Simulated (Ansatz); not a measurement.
Crystal: LiF.

```
F Li
1.0
     3.06094    0.00000    0.00000
    -1.53047    2.65085    0.00000
     0.00000    0.00000    4.80732
F Li
2 2
Cartesian
  1.5305 0.8836 2.3741
  0.0000 1.7672 4.7777
  1.5305 0.8836 4.2360
  0.0000 1.7672 1.8323
```

Measurements of this composition are mostly on another form, of space group No. 225.

```yaml
Program: Ansatz 0.2.0
Task: single point
Functional: PBE
Potentials_or_basis: Ansatz PAW
Cutoff: "420 eV (not typed: the program's choice for these potentials)"
k_mesh: 10 × 10 × 6
Occupations: fermi-dirac, width 0.05 eV
Spin: no spin polarisation
```

On this cell: pressure 3.6 GPa; largest force under 0.003 eV/Å; band gap on the k mesh 7.92 eV, direct.

The same run follows on a disturbed copy (atoms moved at random, drawn with an rms of 0.05 Å):

```
F Li
1.0
     3.06094    0.00000    0.00000
    -1.53047    2.65085    0.00000
     0.00000    0.00000    4.80732
F Li
2 2
Cartesian
  1.4918 0.9107 2.3915
  -0.0248 1.7841 4.8006
  1.5415 0.8764 4.2934
  0.0400 1.7803 1.8031
```

Problem. What does the disturbed cell give?

Solution. The energy moves by +7.9 meV/atom; pressure 3.9 GPa; largest force 0.481 eV/Å; band gap on the k mesh 7.90 eV, direct.

Forces on the atoms (eV/Å):
```
F    0.318 -0.107  0.001
F    0.144 -0.094 -0.047
Li  -0.147  0.109 -0.306
Li  -0.314  0.092  0.352
```

Stress tensor (GPa, compression positive):
```
 3.86 -0.48  0.90
-0.48  4.04 -0.38
 0.90 -0.38  3.78
```

A k mesh can miss the band edges.
